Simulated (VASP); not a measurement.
# MgB₂: transport in the constant relaxation-time approximation, 6 variants

MgB₂, P6/mmm (no. 191), 3 atoms in the cell.

| Functional | Variation | Conductivity at 300 K (S/m) | Resistivity at 300 K (uOhm cm) | Seebeck coefficient at 300 K (uV/K) | Time (s) |
|---|---|---|---|---|---|
| PBE | as recommended | 1.03e7 | 9.70 | 3.6 | 15 |
| PBEsol | as recommended | 1.05e7 | 9.53 | 3.6 | 14 |
| LDA | as recommended | 1.04e7 | 9.66 | 3.6 | 13 |
| r2SCAN | as recommended | 1.06e7 | 9.47 | 3.4 | 36 |
| PBE | range of temperatures, another relaxation time | 2.06e7 | 4.85 | 3.6 | 14 |
| PBE | linear energy grid | 1.03e7 | 9.70 | 3.6 | 12 |

Limits: Conductivity and heat conductivity scale with the typed relaxation time, here the same at all temperatures, so the change of scattering with temperature is missing.

## Input of the first row

INCAR:
```
ALGO     = Normal         # electronic algorithm
EDIFF    = 1E-8           # SCF threshold, eV
ELPH_ISMEAR= -24          
ELPH_MODE= TRANSPORT    
ELPH_SCATTERING_APPROX= CRTA         
ELPH_SELFEN_CARRIER_DEN= 0.0          
ELPH_SELFEN_TEMPS= 300 500 700 900
ENCUT    = 420            # plane-wave cutoff, eV
GGA      = PE             # functional
ISMEAR   = 1              # smearing method
KPAR     = 4            
LASPH    = True           # aspherical terms in the spheres
LCHARG   = False          # write CHGCAR
LREAL    = False          # projectors in reciprocal space
LWAVE    = False          # write WAVECAR
NELM     = 100            # most SCF steps
PREC     = Accurate       # precision mode
SIGMA    = 0.1            # smearing width, eV
TRANSPORT_NEDOS= 501          
TRANSPORT_RELAXATION_TIME= 1E-14         
```

KPOINTS:
```
k-points
0
Gamma
  12 12 9
```

KPOINTS_ELPH:
```
Automatic mesh
0
Gamma
  30 30 23
  0 0 0
```

POSCAR:
```
MgB2
1.0
    3.0850000000      0.0000000000      0.0000000000
   -1.5425000000      2.6716883707      0.0000000000
    0.0000000000      0.0000000000      3.5230000000
Mg B
1 2
Direct
    0.0000000000      0.0000000000      0.0000000000
    0.6666666667      0.3333333333      0.5000000000
    0.3333333333      0.6666666667      0.5000000000
```

Commands:
```
cat potpaw_PBE.64/Mg/POTCAR potpaw_PBE.64/B/POTCAR > POTCAR
mpirun -np 4 vasp_std > vasp.out
```

Changes of the last row against the first:
```
+ ELPH_TRANSPORT_DRIVER = 1
+ ELPH_TRANSPORT_DFERMI_TOL = 0.0001
```

VASP 6.6.1 took 15 s on 4 cores (Intel Xeon 6975P-C (Granite Rapids)), a shared host.
